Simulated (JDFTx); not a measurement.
# CuI (Marshite) (F-43m) in JDFTx: reference runs

Reference runs on CuI (Marshite): the cell as given and a disturbed copy.

Everything below comes from runs of JDFTx 1.7.0 (patched build). Logs are shortened: lines on timing, memory, paths and dates and some standing lists are left out, and cuts for length are marked. The log counts tension as positive stress, the text compression.

### Step 1. The structure

The structure is cubic, space group F-43m (No. 216). Conventional cell: a = 6.063 Å, b = 6.063 Å, c = 6.063 Å, α = 90.00°, β = 90.00°, γ = 90.00°. I (site symmetry -43m) has 4 Cu at 2.63 Å as nearest neighbours. Cu (site symmetry -43m) has 4 I at 2.63 Å as nearest neighbours.

### Step 2. Single point, PBE

Contents of CuI.in:

```
lattice \
    0.0000000000     5.7287047468     5.7287047468 \
    5.7287047468     0.0000000000     5.7287047468 \
    5.7287047468     5.7287047468     0.0000000000
coords-type Lattice
ion I      0.0000000000     0.0000000000     0.0000000000 1
ion Cu     0.7500000000     0.7500000000     0.7500000000 1

ion-species pseudo/I.upf
ion-species pseudo/Cu.upf
elec-cutoff 46 368
elec-ex-corr gga-PBE
kpoint-folding 8 8 8
elec-smearing Fermi 0.0018374661
elec-n-bands 19
electronic-SCF nIterations 100 energyDiffThreshold 1e-09
electronic-minimize nIterations 30 energyDiffThreshold 1e-7
converge-empty-states yes
forces-output-coords Cartesian

dump-name run.$VAR
dump End Ecomponents EigStats BandEigs Kpoints Forces Stress
```

Potentials or basis: PseudoDojo-SR-PBE-0.5-standard with smoothed tails.

The run is started by

```console
$ jdftx -c 1 -i CuI.in -o CuI.out
```

What it wrote:

```text
*************** JDFTx 1.7.0 (patched build) ***************

Input parsed successfully to the following command list (including defaults):
[... the input with its defaults ...]

---------- Setting up symmetries ----------

Found 48 point-group symmetries of the bravais lattice
Found 24 space-group symmetries with basis
Applied RMS atom displacement 0 bohrs to make symmetries exact.

---------- Initializing the Grid ----------
R =
[            0       5.7287       5.7287  ]
[       5.7287            0       5.7287  ]
[       5.7287       5.7287            0  ]
unit cell volume = 376.01
G =
[  -0.548395   0.548395   0.548395  ]
[   0.548395  -0.548395   0.548395  ]
[   0.548395   0.548395  -0.548395  ]
Minimum fftbox size, Smin = [  72  72  72  ]
Chosen fftbox size, S = [  72  72  72  ]

---------- Initializing tighter grid for wavefunction operations ----------
R =
[            0       5.7287       5.7287  ]
[       5.7287            0       5.7287  ]
[       5.7287       5.7287            0  ]
unit cell volume = 376.01
G =
[  -0.548395   0.548395   0.548395  ]
[   0.548395  -0.548395   0.548395  ]
[   0.548395   0.548395  -0.548395  ]
Minimum fftbox size, Smin = [  52  52  52  ]
Chosen fftbox size, S = [  54  54  54  ]

---------- Exchange Correlation functional ----------
Initalized PBE GGA exchange.
Initalized PBE GGA correlation.

---------- Setting up pseudopotentials ----------
Width of ionic core gaussian charges (only for fluid interactions / plotting) set to 0

Reading pseudopotential file 'pseudo/I.upf':
  'I' pseudopotential, 'PBE' functional
  Generated using ONCVPSP code by D. R. Hamann
  7 valence electrons, 2 orbitals, 8 projectors, 1001 radial grid points, with lMax = 3
    5S    l: 0   occupation:  2.0   eigenvalue: -0.639713
    5P    l: 1   occupation:  5.0   eigenvalue: -0.260404
  Core radius for overlap checks: 2.22 bohrs.

Reading pseudopotential file 'pseudo/Cu.upf':
  'Cu' pseudopotential, 'PBE' functional
  Generated using ONCVPSP code by D. R. Hamann
  19 valence electrons, 4 orbitals, 6 projectors, 1001 radial grid points, with lMax = 2
    3S    l: 0   occupation:  2.0   eigenvalue: -4.215294
    3P    l: 1   occupation:  6.0   eigenvalue: -2.651240
    3D    l: 2   occupation: 10.0   eigenvalue: -0.185165
    4S    l: 0   occupation:  1.0   eigenvalue: -0.169411
  Core radius for overlap checks: 1.70 bohrs.

Initialized 2 species with 2 total atoms.

Folded 1 k-points by 8x8x8 to 512 k-points.

---------- Setting up k-points, bands, fillings ----------
Adding inversion symmetry to k-mesh for non-inversion-symmetric unit cell.
Reduced to 29 k-points under symmetry.
Computing the number of bands and number of electrons
Calculating initial fillings.
nElectrons:  26.000000   nBands: 19   nStates: 29

----- Setting up reduced wavefunction bases (one per k-point) -----
average nbasis = 5602.756 , ideal nbasis = 5603.122

---------- Setting up ewald sum ----------
Optimum gaussian width for ewald sums = 2.601879 bohr.
Real space sum over 1331 unit cells with max indices [  5  5  5  ]
Reciprocal space sum over 2197 terms with max indices [  6  6  6  ]

---------- Allocating electronic variables ----------
Initializing wave functions:  linear combination of atomic orbitals
Note: number of bands (19) exceeds available atomic orbitals (14)
I pseudo-atom occupations:   s ( 2 )  p ( 5 )
Cu pseudo-atom occupations:   s ( 2 1 )  p ( 6 )  d ( 10 )
	FillingsUpdate:  mu: +0.287325629  nElectrons: 26.000000
LCAOMinimize: Iter:   0  F: -197.0853094878951595  |grad|_K:  8.781e-04  alpha:  1.000e+00
	FillingsUpdate:  mu: +0.293450796  nElectrons: 26.000000
LCAOMinimize: Iter:   1  F: -197.0876078806082035  |grad|_K:  1.079e-04  alpha:  5.854e-01  linmin:  1.120e-02  cgtest: -1.484e-01
	FillingsUpdate:  mu: +0.292339030  nElectrons: 26.000000
[... 6 lines of inner loops ...]
	FillingsUpdate:  mu: +0.292199725  nElectrons: 26.000000
LCAOMinimize: Iter:   5  F: -197.0876512320848235  |grad|_K:  1.192e-08  alpha:  8.825e-01  linmin: -4.341e-02  cgtest:  1.587e-01
LCAOMinimize: Encountered beta<0, resetting CG.
LCAOMinimize: Converged (|Delta F|<1.000000e-06 for 2 iters).

-------- Electronic minimization -----------
Will mix electronic density at each iteration.
	FillingsUpdate:  mu: +0.292199725  nElectrons: 26.000000
	FillingsUpdate:  mu: +0.282468274  nElectrons: 26.000000
SCF: Cycle:  0   F: -197.143448521470390   dF: -5.580e-02   |Residual|: 1.007e-01   |deigs|: 1.104e-01
	FillingsUpdate:  mu: +0.271285651  nElectrons: 26.000000
SCF: Cycle:  1   F: -197.149770602113676   dF: -6.322e-03   |Residual|: 3.621e-02   |deigs|: 2.230e-02
	FillingsUpdate:  mu: +0.273261321  nElectrons: 26.000000
SCF: Cycle:  2   F: -197.151093110750764   dF: -1.323e-03   |Residual|: 1.717e-02   |deigs|: 6.817e-03
	FillingsUpdate:  mu: +0.272824003  nElectrons: 26.000000
SCF: Cycle:  3   F: -197.151249532705066   dF: -1.564e-04   |Residual|: 3.182e-03   |deigs|: 1.186e-03
	FillingsUpdate:  mu: +0.272585450  nElectrons: 26.000000
SCF: Cycle:  4   F: -197.151265318567880   dF: -1.579e-05   |Residual|: 2.171e-03   |deigs|: 9.368e-04
	FillingsUpdate:  mu: +0.272923516  nElectrons: 26.000000
SCF: Cycle:  5   F: -197.151271605525523   dF: -6.287e-06   |Residual|: 3.778e-04   |deigs|: 6.266e-04
	FillingsUpdate:  mu: +0.272947986  nElectrons: 26.000000
SCF: Cycle:  6   F: -197.151273075336064   dF: -1.470e-06   |Residual|: 2.150e-04   |deigs|: 1.326e-04
	FillingsUpdate:  mu: +0.272945726  nElectrons: 26.000000
SCF: Cycle:  7   F: -197.151274012506406   dF: -9.372e-07   |Residual|: 5.980e-05   |deigs|: 1.407e-04
	FillingsUpdate:  mu: +0.272937074  nElectrons: 26.000000
SCF: Cycle:  8   F: -197.151274369639935   dF: -3.571e-07   |Residual|: 6.800e-05   |deigs|: 1.145e-04
	FillingsUpdate:  mu: +0.272942552  nElectrons: 26.000000
SCF: Cycle:  9   F: -197.151274589355836   dF: -2.197e-07   |Residual|: 2.500e-05   |deigs|: 1.105e-04
	FillingsUpdate:  mu: +0.272940582  nElectrons: 26.000000
SCF: Cycle: 10   F: -197.151274679081524   dF: -8.973e-08   |Residual|: 2.341e-05   |deigs|: 9.433e-05
	FillingsUpdate:  mu: +0.272936686  nElectrons: 26.000000
SCF: Cycle: 11   F: -197.151274733979960   dF: -5.490e-08   |Residual|: 4.730e-06   |deigs|: 2.273e-04
	FillingsUpdate:  mu: +0.272937528  nElectrons: 26.000000
SCF: Cycle: 12   F: -197.151274755664559   dF: -2.168e-08   |Residual|: 8.876e-06   |deigs|: 9.650e-05
	FillingsUpdate:  mu: +0.272936771  nElectrons: 26.000000
SCF: Cycle: 13   F: -197.151274769645937   dF: -1.398e-08   |Residual|: 8.261e-06   |deigs|: 5.656e-05
	FillingsUpdate:  mu: +0.272937977  nElectrons: 26.000000
SCF: Cycle: 14   F: -197.151274774508892   dF: -4.863e-09   |Residual|: 2.205e-05   |deigs|: 4.105e-05
	FillingsUpdate:  mu: +0.272937279  nElectrons: 26.000000
SCF: Cycle: 15   F: -197.151274778127942   dF: -3.619e-09   |Residual|: 1.745e-05   |deigs|: 7.071e-05
	FillingsUpdate:  mu: +0.272936311  nElectrons: 26.000000
SCF: Cycle: 16   F: -197.151274779524016   dF: -1.396e-09   |Residual|: 8.723e-06   |deigs|: 2.634e-05
	FillingsUpdate:  mu: +0.272935852  nElectrons: 26.000000
SCF: Cycle: 17   F: -197.151274780188942   dF: -6.649e-10   |Residual|: 4.663e-06   |deigs|: 1.543e-05
	FillingsUpdate:  mu: +0.272936465  nElectrons: 26.000000
SCF: Cycle: 18   F: -197.151274780476285   dF: -2.873e-10   |Residual|: 1.162e-05   |deigs|: 1.442e-05
SCF: Converged (|Delta E|<1.000000e-09 for 2 iters).

Setting wave functions to eigenvectors of Hamiltonian
Converging empty states (this may take a while): |deigs|: 6.306e-04

# Stress tensor in Cartesian coordinates [Eh/a0^3]:
[ -4.90409e-06            0            0  ]
[            0 -4.90409e-06            0  ]
[            0            0 -4.90409e-06  ]

# Ionic positions in lattice coordinates:
ion I   0.000000000000000   0.000000000000000   0.000000000000000 1
ion Cu   0.750000000000000   0.750000000000000   0.750000000000000 1

# Forces in Cartesian coordinates:
force I   0.000000000000000  -0.000000000000000   0.000000000000000 1
force Cu  -0.000000000000000  -0.000000000000000   0.000000000000000 1

# Energy components:
   Eewald =      -91.3430046985441493
       EH =       91.9092985821594937
     Eloc =     -234.7186082640511984
      Enl =      -31.7199502517793128
      Exc =      -27.3490170892573587
 Exc_core =        5.4084972588953626
       KE =       90.6615096893672501
-------------------------------------
     Etot =     -197.1512747732099058
       TS =        0.0000000072663780
-------------------------------------
        F =     -197.1512747804762853

IonicMinimize: Iter:   0  F: -197.151274780476285  |grad|_K:        nan
IonicMinimize: None of the convergence criteria satisfied after 0 iterations.

#--- Lowdin population analysis ---
# oxidation-state I -0.261
# oxidation-state Cu +0.434

Dumping 'run.eigStats' ...
	eMin: -3.846334 at state 0 ( [ +0.000000 +0.000000 +0.000000 ] spin 0 )
	HOMO: +0.251374 at state 0 ( [ +0.000000 +0.000000 +0.000000 ] spin 0 )
	mu  : +0.272933
	LUMO: +0.291514 at state 0 ( [ +0.000000 +0.000000 +0.000000 ] spin 0 )
	eMax: +0.683633 at state 28 ( [ +0.250000 +0.500000 -0.250000 ] spin 0 )
	HOMO-LUMO gap: +0.040140
	Optical gap  : +0.040140 at state 0 ( [ +0.000000 +0.000000 +0.000000 ] spin 0 )
Done!
[note: mu as printed may lie anywhere between the filled and the empty levels]
```

It took 4.5 min on 1 thread of Arm Neoverse V1, shared host; peak memory 0.24 GiB.

What came out:

| Quantity | Value |
| --- | --- |
| Free energy | -5364.7595 eV |
| Pressure | 0.1 GPa |
| Band gap on the k mesh | 1.09 eV, direct |
| Loewdin charges | I -0.26; Cu +0.43 e |

Levels at points of the mesh, in eV from the valence-band top:
```tsv
k point	band 9	band 10	band 11	band 12	band 13	band 14	band 15	band 16	band 17	band 18
(0.00, 0.00, 0.00)	-1.84	-1.84	0.00	0.00	0.00	1.09	4.86	4.86	4.86	8.12
(0.00, 0.00, 0.50)	-1.81	-1.81	-1.77	-0.71	-0.71	2.12	5.41	5.41	7.37	9.07
(0.00, 0.50, 0.50)	-1.87	-1.79	-1.75	-1.49	-1.49	2.70	2.88	9.15	9.73	9.73
```

Caveat: the atomic charges don't sum to the cell's charge; spin-orbit coupling is left out, which moves the levels of the heavy elements. PBE gaps usually lie below the measured ones, often by a third to a half.

### Step 3. Single point, PBE (atoms moved at random, drawn with an rms of 0.05 Å)

CuI.in, as its differences from that of step 2:

```diff
@@ -5,4 +5,4 @@
 coords-type Lattice
-ion I      0.0000000000     0.0000000000     0.0000000000 1
-ion Cu     0.7500000000     0.7500000000     0.7500000000 1
+ion I     -0.0046820000     0.0068710000     0.0036750000 1
+ion Cu     0.7620060000     0.7612780000     0.7376760000 1
```

Potentials or basis: PseudoDojo-SR-PBE-0.5-standard with smoothed tails.

The run is started by

```console
$ jdftx -c 1 -i CuI.in -o CuI.out
```

What it wrote:

```text
*************** JDFTx 1.7.0 (patched build) ***************

Input parsed successfully to the following command list (including defaults):
[... the input with its defaults ...]

---------- Setting up symmetries ----------

Found 48 point-group symmetries of the bravais lattice
Found 1 space-group symmetries with basis
Applied RMS atom displacement 0 bohrs to make symmetries exact.

---------- Initializing the Grid ----------
R =
[            0       5.7287       5.7287  ]
[       5.7287            0       5.7287  ]
[       5.7287       5.7287            0  ]
unit cell volume = 376.01
G =
[  -0.548395   0.548395   0.548395  ]
[   0.548395  -0.548395   0.548395  ]
[   0.548395   0.548395  -0.548395  ]
Minimum fftbox size, Smin = [  72  72  72  ]
Chosen fftbox size, S = [  72  72  72  ]

---------- Initializing tighter grid for wavefunction operations ----------
R =
[            0       5.7287       5.7287  ]
[       5.7287            0       5.7287  ]
[       5.7287       5.7287            0  ]
unit cell volume = 376.01
G =
[  -0.548395   0.548395   0.548395  ]
[   0.548395  -0.548395   0.548395  ]
[   0.548395   0.548395  -0.548395  ]
Minimum fftbox size, Smin = [  52  52  52  ]
Chosen fftbox size, S = [  54  54  54  ]

---------- Exchange Correlation functional ----------
Initalized PBE GGA exchange.
Initalized PBE GGA correlation.

---------- Setting up pseudopotentials ----------
Width of ionic core gaussian charges (only for fluid interactions / plotting) set to 0

Reading pseudopotential file 'pseudo/I.upf':
  'I' pseudopotential, 'PBE' functional
  Generated using ONCVPSP code by D. R. Hamann
  7 valence electrons, 2 orbitals, 8 projectors, 1001 radial grid points, with lMax = 3
    5S    l: 0   occupation:  2.0   eigenvalue: -0.639713
    5P    l: 1   occupation:  5.0   eigenvalue: -0.260404
  Core radius for overlap checks: 2.22 bohrs.

Reading pseudopotential file 'pseudo/Cu.upf':
[... 42 lines left out ...]
LCAOMinimize: Converged (|Delta F|<1.000000e-06 for 2 iters).

-------- Electronic minimization -----------
Will mix electronic density at each iteration.
	FillingsUpdate:  mu: +0.292518758  nElectrons: 26.000000
	FillingsUpdate:  mu: +0.282777675  nElectrons: 26.000000
SCF: Cycle:  0   F: -197.143054466223788   dF: -5.569e-02   |Residual|: 1.011e-01   |deigs|: 1.238e-01
	FillingsUpdate:  mu: +0.271433076  nElectrons: 26.000000
SCF: Cycle:  1   F: -197.149534272214765   dF: -6.480e-03   |Residual|: 3.632e-02   |deigs|: 2.255e-02
	FillingsUpdate:  mu: +0.273376305  nElectrons: 26.000000
SCF: Cycle:  2   F: -197.150843246804811   dF: -1.309e-03   |Residual|: 1.725e-02   |deigs|: 6.757e-03
	FillingsUpdate:  mu: +0.272921100  nElectrons: 26.000000
SCF: Cycle:  3   F: -197.151000787307908   dF: -1.575e-04   |Residual|: 3.169e-03   |deigs|: 1.231e-03
	FillingsUpdate:  mu: +0.272674247  nElectrons: 26.000000
SCF: Cycle:  4   F: -197.151016625610794   dF: -1.584e-05   |Residual|: 2.097e-03   |deigs|: 9.012e-04
	FillingsUpdate:  mu: +0.272992125  nElectrons: 26.000000
SCF: Cycle:  5   F: -197.151022672225508   dF: -6.047e-06   |Residual|: 3.650e-04   |deigs|: 5.812e-04
	FillingsUpdate:  mu: +0.273009773  nElectrons: 26.000000
SCF: Cycle:  6   F: -197.151024205231266   dF: -1.533e-06   |Residual|: 1.976e-04   |deigs|: 7.001e-05
	FillingsUpdate:  mu: +0.273010343  nElectrons: 26.000000
SCF: Cycle:  7   F: -197.151025103522102   dF: -8.983e-07   |Residual|: 5.329e-05   |deigs|: 8.480e-05
[... 9 lines left out ...]
SCF: Cycle: 12   F: -197.151025905771405   dF: -2.534e-08   |Residual|: 2.526e-06   |deigs|: 3.317e-05
	FillingsUpdate:  mu: +0.273003265  nElectrons: 26.000000
SCF: Cycle: 13   F: -197.151025920217222   dF: -1.445e-08   |Residual|: 2.440e-06   |deigs|: 6.938e-05
	FillingsUpdate:  mu: +0.273003281  nElectrons: 26.000000
SCF: Cycle: 14   F: -197.151025926865401   dF: -6.648e-09   |Residual|: 3.135e-06   |deigs|: 3.693e-05
	FillingsUpdate:  mu: +0.273002445  nElectrons: 26.000000
SCF: Cycle: 15   F: -197.151025930885652   dF: -4.020e-09   |Residual|: 4.249e-06   |deigs|: 2.907e-05
	FillingsUpdate:  mu: +0.273002960  nElectrons: 26.000000
SCF: Cycle: 16   F: -197.151025932609798   dF: -1.724e-09   |Residual|: 3.027e-06   |deigs|: 2.169e-05
	FillingsUpdate:  mu: +0.273002924  nElectrons: 26.000000
SCF: Cycle: 17   F: -197.151025933645741   dF: -1.036e-09   |Residual|: 3.985e-06   |deigs|: 3.927e-05
	FillingsUpdate:  mu: +0.273003055  nElectrons: 26.000000
SCF: Cycle: 18   F: -197.151025934071413   dF: -4.257e-10   |Residual|: 6.088e-06   |deigs|: 2.139e-05
	FillingsUpdate:  mu: +0.273002825  nElectrons: 26.000000
SCF: Cycle: 19   F: -197.151025934377799   dF: -3.064e-10   |Residual|: 4.169e-06   |deigs|: 2.402e-05
SCF: Converged (|Delta E|<1.000000e-09 for 2 iters).

Setting wave functions to eigenvectors of Hamiltonian
Converging empty states (this may take a while): |deigs|: 1.174e-04

# Stress tensor in Cartesian coordinates [Eh/a0^3]:
[ -8.24884e-06 -2.10783e-05  2.57857e-06  ]
[ -2.10783e-05 -8.77536e-06  1.15383e-05  ]
[  2.57857e-06  1.15383e-05 -7.12098e-06  ]

# Ionic positions in lattice coordinates:
ion I  -0.004682000000000   0.006871000000000   0.003675000000000 1
ion Cu   0.762006000000000   0.761278000000000   0.737676000000000 1

# Forces in Cartesian coordinates:
force I  -0.001747596928838  -0.000423203184517   0.003171267859227 1
force Cu   0.001744919519811   0.000427638931144  -0.003164205248565 1

# Energy components:
   Eewald =      -91.3289850376722256
       EH =       91.9182554336061344
     Eloc =     -234.7419711254414096
      Enl =      -31.7186775092361835
      Exc =      -27.3493500299585399
 Exc_core =        5.4084974342313226
       KE =       90.6612049065965380
-------------------------------------
     Etot =     -197.1510259278743433
       TS =        0.0000000065034538
-------------------------------------
        F =     -197.1510259343777989

IonicMinimize: Iter:   0  F: -197.151025934377799  |grad|_K:  2.103e-03
IonicMinimize: None of the convergence criteria satisfied after 0 iterations.

#--- Lowdin population analysis ---
# oxidation-state I -0.261
# oxidation-state Cu +0.434

Dumping 'run.eigStats' ...
	eMin: -3.846585 at state 34 ( [ +0.125000 +0.000000 +0.000000 ] spin 0 )
	HOMO: +0.251996 at state 0 ( [ +0.000000 +0.000000 +0.000000 ] spin 0 )
	mu  : +0.273001
	LUMO: +0.291794 at state 0 ( [ +0.000000 +0.000000 +0.000000 ] spin 0 )
	eMax: +0.683492 at state 136 ( [ +0.250000 +0.500000 -0.250000 ] spin 0 )
	HOMO-LUMO gap: +0.039798
	Optical gap  : +0.039798 at state 0 ( [ +0.000000 +0.000000 +0.000000 ] spin 0 )
Done!
[note: mu as printed may lie anywhere between the filled and the empty levels]
```

It took 39 min on 1 thread of Arm Neoverse V1, shared host; peak memory 1.6 GiB.

Results:

* Free energy: -5364.7527 eV
* Pressure: 0.2 GPa
* Largest force: 0.187 eV/Å
* Band gap on the k mesh: 1.08 eV, direct
* Loewdin charges: I -0.26; Cu +0.43 e

Forces on the atoms (eV/Å):
```
I   -0.090 -0.022  0.163
Cu   0.090  0.022 -0.163
```

Stress tensor (GPa, compression positive):
```
 0.24  0.62 -0.08
 0.62  0.26 -0.34
-0.08 -0.34  0.21
```

Levels at points of the mesh, in eV from the valence-band top:
| k point | band 11 | band 12 | band 13 | band 14 | band 15 | band 16 |
| --- | --- | --- | --- | --- | --- | --- |
| (0.00, 0.00, 0.00) | -0.06 | -0.02 | 0.00 | 1.08 | 4.84 | 4.84 |
| (0.00, 0.00, 0.50) | -1.82 | -0.82 | -0.76 | 2.17 | 5.34 | 5.53 |
| (0.00, 0.50, 0.00) | -1.77 | -0.76 | -0.67 | 2.08 | 5.23 | 5.53 |
| (0.00, 0.50, 0.50) | -1.78 | -1.53 | -1.49 | 2.66 | 2.87 | 9.13 |
| (0.50, 0.00, 0.00) | -1.75 | -0.69 | -0.64 | 2.03 | 5.25 | 5.43 |
| (0.50, 0.00, 0.50) | -1.78 | -1.51 | -1.51 | 2.68 | 2.86 | 9.13 |
| (0.50, 0.50, 0.00) | -1.78 | -1.55 | -1.47 | 2.64 | 2.90 | 9.13 |
| (0.50, 0.50, 0.50) | -1.80 | -0.79 | -0.70 | 2.13 | 5.26 | 5.55 |

Caveat: the atomic charges don't sum to the cell's charge; spin-orbit coupling is left out, which moves the levels of the heavy elements.

[end of part 1 of 2]
